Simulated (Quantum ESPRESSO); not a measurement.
# MoS2 (P-3m1) in Quantum ESPRESSO: a series of runs, part 4 of 4

Quantum ESPRESSO 7.5.

### Step 6. Phonons, LDA, target pressure 15 GPa, at which the enthalpy is minimised

Input file pw.in:

```
&CONTROL
  calculation = 'scf'
  prefix = 'pwscf'
  outdir = './tmp'
  pseudo_dir = './pseudo'
  tprnfor = .true.
  tstress = .true.
  disk_io = 'low'
/
&SYSTEM
  ibrav = 0
  celldm(1) = 8
  nat = 3
  ntyp = 2
  ecutwfc = 45
  ecutrho = 360
  nbnd = 20
  occupations = 'smearing'
  smearing = 'mv'
  degauss = 0.01469973
/
&ELECTRONS
  conv_thr = 6d-10
  electron_maxstep = 120
  mixing_beta = 0.5
/
ATOMIC_SPECIES
Mo    95.9500 mo_lda_v1.uspp.F.UPF
S     32.0600 s_lda_v1.4.uspp.F.UPF
CELL_PARAMETERS alat
  0.7623780122949   0.0000000000000   0.0000000000000
 -0.3811890061475   0.6602387259200   0.0000000000000
  0.0000000000000   0.0000000000000   1.4911057415975
ATOMIC_POSITIONS crystal
Mo     0.0000000000    0.0000000000    0.5000000000
S      0.6666666667    0.3333333333    0.7446806800
S      0.3333333333    0.6666666667    0.2553193200
K_POINTS automatic
8 8 3 0 0 0
```

Input file relax.in:

```
&CONTROL
  calculation = 'vc-relax'
  prefix = 'pwscf'
  outdir = './tmp'
  pseudo_dir = './pseudo'
  tprnfor = .true.
  tstress = .true.
  disk_io = 'low'
  nstep = 40
  forc_conv_thr = 0.0001
  etot_conv_thr = 1d-06
/
&SYSTEM
  ibrav = 0
  celldm(1) = 8
  nat = 3
  ntyp = 2
  ecutwfc = 45
  ecutrho = 360
  nbnd = 20
  occupations = 'smearing'
  smearing = 'mv'
  degauss = 0.01469973
/
&ELECTRONS
  conv_thr = 6d-10
  electron_maxstep = 120
  mixing_beta = 0.5
/
&IONS
  ion_dynamics = 'bfgs'
/
&CELL
  cell_dynamics = 'bfgs'
  press = 150
  press_conv_thr = 0.2
/
ATOMIC_SPECIES
Mo    95.9500 mo_lda_v1.uspp.F.UPF
S     32.0600 s_lda_v1.4.uspp.F.UPF
CELL_PARAMETERS alat
  0.7623780122868   0.0000000000000   0.0000000000000
 -0.3811890061434   0.6602387259270   0.0000000000000
  0.0000000000000   0.0000000000000   1.4911057415975
ATOMIC_POSITIONS crystal
Mo     0.0000000000    0.0000000000    0.5000000000
S      0.6666666667    0.3333333333    0.7446806800
S      0.3333333333    0.6666666667    0.2553193200
K_POINTS automatic
8 8 3 0 0 0
```

Input file scf2.in:

```
&CONTROL
  calculation = 'scf'
  prefix = 'pwscf'
  outdir = './tmp'
  pseudo_dir = './pseudo'
  tprnfor = .true.
  tstress = .true.
  disk_io = 'low'
/
&SYSTEM
  ibrav = 0
  celldm(1) = 8
  nat = 3
  ntyp = 2
  ecutwfc = 45
  ecutrho = 360
  nbnd = 20
  occupations = 'smearing'
  smearing = 'mv'
  degauss = 0.01469973
/
&ELECTRONS
  conv_thr = 1d-13
  electron_maxstep = 120
  mixing_beta = 0.5
  startingpot = 'file'
  startingwfc = 'file'
/
ATOMIC_SPECIES
Mo    95.9500 mo_lda_v1.uspp.F.UPF
S     32.0600 s_lda_v1.4.uspp.F.UPF
CELL_PARAMETERS alat
  0.7236294304218   0.0000000000068   0.0000000000000
 -0.3618147152168   0.6266814696680   0.0000000000000
  0.0000000000000   0.0000000000000   1.2272847754144
ATOMIC_POSITIONS crystal
Mo     0.0000000000    0.0000000000    0.5000000000
S      0.6666666667    0.3333333333    0.8008974381
S      0.3333333333    0.6666666667    0.1991025619
K_POINTS automatic
8 8 3 0 0 0
```

Input file ph.in:

```
phonons of MoS2
&INPUTPH
  prefix = 'pwscf'
  outdir = './tmp'
  tr2_ph = 1d-18
  fildyn = 'dyn'
  niter_ph = 90
  alpha_mix(1) = 0.4
/
0.0000000000 0.0000000000 0.0000000000
```

Input file dynmat.in:

```
&INPUT
  fildyn = 'dyn'
  asr = 'crystal'
  filout = 'dynmat.disp'
  fileig = 'dynmat.eig'
/
```

Potentials or basis: GBRV 1.5 LDA.

Command:

```bash
$ OMP_NUM_THREADS=1 pw.x -in pw.in > pw.out
$ OMP_NUM_THREADS=1 pw.x -in relax.in > relax.out
$ OMP_NUM_THREADS=1 pw.x -in scf2.in > scf2.out
$ OMP_NUM_THREADS=1 ph.x -in ph.in > ph.out
$ OMP_NUM_THREADS=1 dynmat.x -in dynmat.in > dynmat.out
```

pw.out:

```text
This program is part of the open-source Quantum ESPRESSO suite
     for quantum simulation of materials; please cite
[... 9 lines left out ...]
     --------------------
     sticks:   dense  smooth     PW     G-vecs:    dense   smooth      PW
     Sum         925     463    139                44365    15669    2591

     Using Slab Decomposition

     bravais-lattice index     =            0
     lattice parameter (alat)  =       8.0000  a.u.
     unit-cell volume          =     384.2818 (a.u.)^3
     number of atoms/cell      =            3
     number of atomic types    =            2
     number of electrons       =        26.00
     number of Kohn-Sham states=           20
     kinetic-energy cutoff     =      45.0000  Ry
     charge density cutoff     =     360.0000  Ry
     scf convergence threshold =      6.0E-10
     mixing beta               =       0.5000
     number of iterations used =            8  plain     mixing
     Exchange-correlation=  SLA  PZ   NOGX NOGC
                           (   1   1   0   0   0   0   0)

     celldm(1)=   8.000000  celldm(2)=   0.000000  celldm(3)=   0.000000
     celldm(4)=   0.000000  celldm(5)=   0.000000  celldm(6)=   0.000000

     crystal axes: (cart. coord. in units of alat)
               a(1) = (   0.762378   0.000000   0.000000 )
               a(2) = (  -0.381189   0.660239   0.000000 )
               a(3) = (   0.000000   0.000000   1.491106 )

     reciprocal axes: (cart. coord. in units 2 pi/alat)
               b(1) = (  1.311685  0.757302 -0.000000 )
               b(2) = (  0.000000  1.514604  0.000000 )
               b(3) = (  0.000000 -0.000000  0.670643 )

     PseudoPot. # 1 for Mo read from file:
     mo_lda_v1.uspp.F.UPF
     Pseudo is Ultrasoft + core correction, Zval = 14.0
     Generated by new atomic code, or converted to UPF format
     Using radial grid of  889 points,  6 beta functions with:
                l(1) =   0
                l(2) =   0
                l(3) =   1
                l(4) =   1
                l(5) =   2
                l(6) =   2
     Q(r) pseudized with  6 coefficients,  rinner =    1.000   1.000   1.000
                                                       1.000   1.000

     PseudoPot. # 2 for S  read from file:
     s_lda_v1.4.uspp.F.UPF
     Pseudo is Ultrasoft + core correction, Zval =  6.0
     Generated by new atomic code, or converted to UPF format
     Using radial grid of  907 points,  6 beta functions with:
                l(1) =   0
                l(2) =   0
                l(3) =   1
                l(4) =   1
                l(5) =   2
                l(6) =   2
     Q(r) pseudized with  8 coefficients,  rinner =    1.300   1.300   1.300
                                                       1.300   1.300

     atomic species   valence    mass     pseudopotential
     Mo               14.00    95.95000     Mo( 1.00)
     S                 6.00    32.06000     S ( 1.00)

     12 Sym. Ops., with inversion, found

   Cartesian axes

     site n.     atom                  positions (alat units)
         1        Mo     tau(   1) = (   0.0000000   0.0000000   0.7455529  )
         2        S      tau(   2) = (   0.3811890   0.2200796   1.1103976  )
         3        S      tau(   3) = (  -0.0000000   0.4401592   0.3807081  )

     number of k points=    25  Marzari-Vanderbilt smearing, width (Ry)=  0.0147
                       cart. coord. in units 2pi/alat
        k(    1) = (   0.0000000   0.0000000   0.0000000), wk =   0.0104167
        k(    2) = (   0.0000000   0.0000000   0.2235477), wk =   0.0208333
        k(    3) = (   0.0000000   0.1893255   0.0000000), wk =   0.0625000
        k(    4) = (   0.0000000   0.1893255   0.2235477), wk =   0.0625000
        k(    5) = (   0.0000000   0.3786509   0.0000000), wk =   0.0625000
        k(    6) = (   0.0000000   0.3786509   0.2235477), wk =   0.0625000
[... 17 lines left out ...]
        k(   24) = (  -0.1639607   0.4733136  -0.2235477), wk =   0.1250000
        k(   25) = (  -0.1639607   0.6626391  -0.2235477), wk =   0.1250000

     Dense  grid:    44365 G-vectors     FFT dimensions: (  40,  40,  75)

     Smooth grid:    15669 G-vectors     FFT dimensions: (  27,  27,  54)

     Initial potential from superposition of free atoms

     starting charge      25.9991, renormalised to      26.0000
     Starting wfcs are   21 randomized atomic wfcs

     Self-consistent Calculation

     iteration #  1     ecut=    45.00 Ry     beta= 0.50
     Davidson diagonalization with overlap
     ethr =  1.00E-02,  avg # of iterations =  5.5

     Threshold (ethr) on eigenvalues was too large:
     Diagonalizing with lowered threshold

     Davidson diagonalization with overlap
     ethr =  2.64E-04,  avg # of iterations =  5.4

     total energy              =    -187.81088849 Ry
     estimated scf accuracy    <       0.08307547 Ry

     iteration #  2     ecut=    45.00 Ry     beta= 0.50
     Davidson diagonalization with overlap
     ethr =  3.20E-04,  avg # of iterations =  2.9

     negative rho (up, down):  2.229E-06 0.000E+00

     total energy              =    -187.81519019 Ry
     estimated scf accuracy    <       0.04055673 Ry

     iteration #  3     ecut=    45.00 Ry     beta= 0.50
     Davidson diagonalization with overlap
     ethr =  1.56E-04,  avg # of iterations =  2.0

     total energy              =    -187.82093096 Ry
     estimated scf accuracy    <       0.06034626 Ry
[... 40 lines left out ...]
     total energy              =    -187.82847269 Ry
     estimated scf accuracy    <          4.6E-09 Ry

     iteration # 10     ecut=    45.00 Ry     beta= 0.50
     Davidson diagonalization with overlap
     ethr =  1.77E-11,  avg # of iterations =  1.6

     End of self-consistent calculation

          k = 0.0000 0.0000 0.0000 (  1993 PWs)   bands (ev):

   -51.6927 -25.7785 -25.7445 -25.7445  -4.8264  -3.3588   3.2628   5.9225
     5.9225   8.1504   8.8540   8.9886   8.9886   9.6630   9.6630  13.1511
    13.1511  15.9166  15.9191  19.3507

          k = 0.0000 0.0000 0.2235 (  1988 PWs)   bands (ev):

   -51.6927 -25.7785 -25.7445 -25.7445  -4.6947  -3.5786   3.8186   5.9294
     5.9294   6.7293   8.9838   8.9838   9.6115   9.6115   9.7445  13.2711
    13.2711  15.8283  16.9820  19.0375
[... 31 lines left out ...]
          k = 0.0000 0.5680 0.2235 (  1953 PWs)   bands (ev):

   -51.6655 -26.0251 -25.8096 -25.7221  -3.3173  -2.9316   3.8098   4.6368
     5.6167   5.9573   6.8195   8.1322   8.3842  10.8194  11.0378  13.3087
    14.1001  15.5753  16.5349  17.2855

          k = 0.0000-0.7573 0.0000 (  1938 PWs)   bands (ev):

   -51.6608 -26.0720 -25.8206 -25.7124  -3.2211  -2.5567   3.1169   5.0471
     5.2196   5.8665   6.7845   8.2076   8.2379  10.8765  11.6419  13.5878
    13.6676  15.4539  16.6836  18.1851

          k = 0.0000-0.7573 0.2235 (  1948 PWs)   bands (ev):

   -51.6608 -26.0720 -25.8207 -25.7124  -3.2677  -2.4902   3.1228   4.7303
     5.2723   5.8275   7.2928   8.0388   8.3237  10.8758  11.6571  13.3336
    14.1087  14.9394  15.8591  16.9136

          k = 0.1640 0.2840 0.0000 (  1965 PWs)   bands (ev):

   -51.6801 -25.8709 -25.7806 -25.7522  -4.1617  -3.2224   4.1085   4.9598
     5.9449   6.8489   7.1568   8.4817   8.9389  10.2816  10.5048  12.6265
    13.1014  17.3761  18.2920  18.6036
[... 49 lines left out ...]
          k = 0.3279 0.7573 0.2235 (  1962 PWs)   bands (ev):

   -51.6575 -26.0124 -25.9239 -25.7058  -2.8825  -2.6140   3.9608   4.4439
     5.2383   5.9728   5.9871   6.7152   9.8257  10.6600  10.9295  12.8057
    13.8835  16.4131  17.5562  17.9010

          k = 0.0000 0.1893-0.2235 (  1970 PWs)   bands (ev):

   -51.6880 -25.7936 -25.7689 -25.7557  -4.4648  -3.5070   4.0597   5.2648
     6.0446   7.3019   7.7367   8.3278   9.2879  10.2996  10.4405  12.6214
    13.0592  16.7007  17.7108  18.4386

          k = 0.0000 0.3787-0.2235 (  1960 PWs)   bands (ev):

   -51.6768 -25.9105 -25.7827 -25.7456  -3.8867  -3.2866   4.1598   5.2425
     5.6294   6.1355   7.7432   7.9518   8.6779  10.7412  11.0266  12.2346
    13.0129  16.8258  16.9489  18.5004

          k = 0.0000 0.5680-0.2235 (  1953 PWs)   bands (ev):

   -51.6655 -26.0251 -25.8096 -25.7221  -3.4118  -2.8088   3.7315   4.3286
     5.7534   5.9429   7.5167   8.0213   8.1753  10.8204  11.4566  13.1227
    13.2137  15.3518  16.0711  18.3455

          k =-0.1640 0.4733-0.2235 (  1959 PWs)   bands (ev):

   -51.6688 -25.9745 -25.8196 -25.7290  -3.4521  -3.0851   4.1884   4.6729
     5.6290   5.9927   6.9120   7.7373   9.0392  10.4092  11.4128  12.2616
    13.3173  16.5257  17.4605  18.7786

          k =-0.1640 0.6626-0.2235 (  1949 PWs)   bands (ev):

   -51.6608 -26.0462 -25.8475 -25.7125  -3.1944  -2.5907   3.4958   4.4551
     5.5201   5.9037   6.8723   7.3543   8.9797  10.8146  11.4984  12.6718
    13.8356  15.7609  16.5894  18.1448

     the Fermi energy is     9.9563 ev

!    total energy              =    -187.82847269 Ry
     estimated scf accuracy    <          3.4E-11 Ry
     smearing contrib. (-TS)   =      -0.00048621 Ry
     internal energy E=F+TS    =    -187.82798648 Ry

     The total energy is F=E-TS. E is the sum of the following terms:
     one-electron contribution =     -95.40574380 Ry
     hartree contribution      =      57.76409714 Ry
     xc contribution           =     -36.02226249 Ry
     ewald contribution        =    -114.16407733 Ry

     convergence has been achieved in  10 iterations

     Forces acting on atoms (cartesian axes, Ry/au):

     atom    1 type  1   force =     0.00000000    0.00000000    0.00000000
     atom    2 type  2   force =     0.00000000    0.00000000   -0.00643239
     atom    3 type  2   force =     0.00000000    0.00000000    0.00643239

     Total force =     0.009097     Total SCF correction =     0.000012

     Computing stress (Cartesian axis) and pressure

          total   stress  (Ry/bohr**3)                   (kbar)     P=      -60.81
  -0.00047838  -0.00000000   0.00000000          -70.37       -0.00        0.00
  -0.00000000  -0.00047838   0.00000000           -0.00      -70.37        0.00
  -0.00000000  -0.00000000  -0.00028344           -0.00       -0.00      -41.69

=------------------------------------------------------------------------------=
   JOB DONE.
=------------------------------------------------------------------------------=
```

Wall time 5.6 min (1 thread of AMD EPYC 9R45 (Zen 5), shared host); peak memory 0.21 GiB.

What came out:

```yaml
Free_energy: -2555.4018 eV
Relaxed_volume: 14.08 Å³/atom
Relaxed_cell: a = 3.063 Å, b = 3.063 Å, c = 5.196 Å, α = 90.00°, β = 90.00°, γ = 120.00°
Space_group_after_relaxing_to_0.05_Å: P-3m1 (No. 164)
Pressure_after_relaxing: 14.9 GPa
Band_gap_on_the_k_mesh: none (metal or under the smearing width)
Highest_phonon_frequency_at_Γ: 428 cm⁻¹
```

The path:
```csv
step,energy change (eV),largest force (eV/Å),pressure (GPa),volume (Å³)
1,0.0000,0.1654,-6.08,56.94
2,0.0693,1.8516,11.47,51.04
3,0.1049,1.9760,15.73,48.66
4,0.1134,1.4791,17.47,46.49
5,0.2061,0.3474,17.81,44.18
6,0.1551,0.1282,15.60,44.20
7,0.1347,0.0523,15.00,44.01
8,0.1196,0.0184,14.78,43.65
9,0.1132,0.0098,15.02,43.05
10,0.1381,0.0457,16.03,42.13
11,0.1438,0.0183,15.63,42.05
12,0.1242,0.0236,15.06,42.25
13,0.1262,0.0105,15.06,42.23
14,0.1263,0.0010,15.01,42.22
15,0.1262,0.0062,15.04,42.22
16,0.1261,0.0000,15.00,42.23
```

Final structure:
```
Mo S
1.0
     3.06343    0.00000    0.00000
    -1.53171    2.65300    0.00000
     0.00000    0.00000    5.19561
Mo S
1 2
Cartesian
  0.0000 0.0000 2.5978
  1.5317 0.8843 4.1612
  0.0000 1.7687 1.0345
```

Phonon frequencies in cm⁻¹ (negative: imaginary):
| q point | frequencies |
| --- | --- |
| (0.000, 0.000, 0.000) | -7 -7 -7 269 269 299 299 424 428 |

Optical modes at Γ, degenerate ones joined:
```
cm⁻¹  components  symmetry  active in
 269           2        Eu         IR
 299           2        Eg      Raman
 424           1       A2u         IR
 428           1       A1g      Raman
```

Caveat: the k mesh is coarse; the mesh is thin for the phonons of a metal; the volume moved by over 15 % at a fixed basis, so the end points are rough; the cell is more than 3 GPa from zero pressure, which shifts response properties; the layers were relaxed without a dispersion term, so their spacing and the soft interlayer modes are unreliable.

### Step 7. Summary

| cell | gap on the mesh (eV) | pressure (GPa) |
| --- | --- | --- |
| relaxed to -3 GPa | none | -2.0 |
| relaxed | none | -0.1 |
| relaxed to 3 GPa | none | 2.9 |
| relaxed to 8 GPa | none | 7.9 |
| relaxed to 15 GPa | none | 14.9 |

Alike in all rows: task phonons; level LDA; potentials or basis GBRV 1.5 LDA; no spin polarisation; k mesh 8 × 8 × 3; cutoff (eV) 612; smearing cold 0.2 eV.

Caveats: the mesh is thin for the phonons of a metal; the layers were relaxed without a dispersion term, so their spacing and the soft interlayer modes are unreliable; the volume moved by over 15 % at a fixed basis, so the end points are rough (some runs); the cell is more than 3 GPa from zero pressure, which shifts response properties (some runs).

Absolute energies hang on the potentials; compare differences alone.
